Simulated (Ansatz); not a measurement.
# Sc and the effect of the functional

```yaml
crystal:
  lattice:
    - [3.30900, 0.00000, 0.00000]
    - [-1.65450, 2.86568, 0.00000]
    - [0.00000, 0.00000, 5.27330]
  atoms:
    - { symbol: Sc, position: [0.66667, 0.33333, 0.75000] }
    - { symbol: Sc, position: [0.33333, 0.66667, 0.25000] }
```

Kept alike: task band structure; k mesh 9 × 9 × 5; occupations fermi-dirac, width 0.05 eV; no spin polarisation. Program: Ansatz, all-electron LAPW, scalar-relativistic. The mesh is that of the run's cell of 2 atoms. No spin-orbit coupling.

```csv
functional,pressure (GPa)
LDA,-5.29
PBE,-0.67
PBEsol,-2.81
```

Pressure is positive in compression. For a metal such a mesh leaves the last digits unconverged.

What does the functional change here?

The pressure runs from -5.29 (LDA) to -0.67 GPa (PBE). From PBE: LDA -4.62; PBEsol -2.14. A positive pressure means that the functional's own cell is larger than the one given, a negative one that it is smaller.
